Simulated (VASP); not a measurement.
ZnS (Wurtzite-2H):

```xyz
4
Lattice="3.8110 0.0000 0.0000 -1.9055 3.3004 0.0000 0.0000 0.0000 6.2340" Properties=species:S:1:pos:R:3 pbc="T T T"
Zn    1.9055    1.1001    3.1170
Zn    0.0000    2.2003    0.0000
S     1.9055    1.1001    5.5171
S     0.0000    2.2003    2.4001
```

Base run:

- Program: VASP 6.6.1
- Functional: PBE
- Potentials or basis: VASP PAW PBE potentials, release 64 (Zn, S)
- Cutoff: 500 eV
- k mesh: 8 × 8 × 5
- Occupations: fermi-dirac, width 0.05 eV
- Spin: no spin polarisation

Its results: band gap on the k mesh 2.25 eV, direct.

Problem. The run is repeated on the same cell with these changes: functional from PBE to revPBE; cutoff from 500 eV to 520 eV. What comes out?

Solution. Band gap on the k mesh 2.38 eV, direct.

Not every run made on this cell is shown here.
